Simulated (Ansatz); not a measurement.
System: wurtzite InN. Method: r²SCAN+rVV10 (plane waves, PAW; Ansatz, an electronic-structure program).

Run with plane-wave cutoff 560 eV, 12×12×6 k mesh (along the axes of the cell as run), Fermi–Dirac smearing 0.01 eV, scalar-relativistic PAW data made under PBE.

Properties against volume:

Shape and atoms are relaxed at each volume.

| V (Å³/atom) | P (GPa) | smallest gap on the k mesh (eV) | c (Å) | a (Å) |
|---|---|---|---|---|
| 14.841 | 6.44 | 0.173 | 5.622 | 3.492 |
| 15.151 | 3.04 | 0.111 | 5.664 | 3.515 |
| 15.460 | 0.00 | 0.056 | 5.705 | 3.538 |
| 15.769 | -2.71 | 0.017 | 5.746 | 3.560 |
| 16.078 | -5.14 | 0.000 | 5.785 | 3.583 |

Measured, for comparison: band gap 0.77 eV (zero-point shift of 0.07 eV (the table's estimate, ZP (est)) added back here, E0, Γ; inputs from arXiv:2302.06325).

Note: the bulk modulus comes from volumes at which shape and atoms were relaxed.

Spin–orbit coupling is not included; it can close the smallest gap of 0.06 eV.
